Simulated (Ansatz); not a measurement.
Input:

MgAl₂O₄:
```xyz
14
Lattice="0.0000 4.0420 4.0420 4.0420 0.0000 4.0420 4.0420 4.0420 0.0000" Properties=species:S:1:pos:R:3 pbc="T T T"
Mg     6.0630     6.0630     6.0630
Mg     4.0420     4.0420     4.0420
Al     1.0105     3.0315     3.0315
Al     3.0315     3.0315     1.0105
Al     3.0315     1.0105     3.0315
Al     1.0105     1.0105     1.0105
O      2.9217     2.9217     2.9217
O      7.1833     4.9428     4.9428
O      5.1623     5.1623     2.9217
O      4.9428     7.1833     4.9428
O      2.9217     5.1623     5.1623
O      7.1833     7.1833     7.1833
O      5.1623     2.9217     5.1623
O      4.9428     4.9428     7.1833
```

This is the r²SCAN-relaxed structure.

Q: All from r²SCAN (plane waves, PAW; program Ansatz), unless another level is named. Give the Poisson's ratio.

A: 0.27.

Q: Predict the highest zone-centre frequency (without LO–TO term).

A: 770 cm⁻¹.

Space group Fd-3m (spinel). The r²SCAN relaxation kept the symmetry of its start; of distortions, only those at the zone centre were tested.

Potentials: the later of the program's two PAW sets.
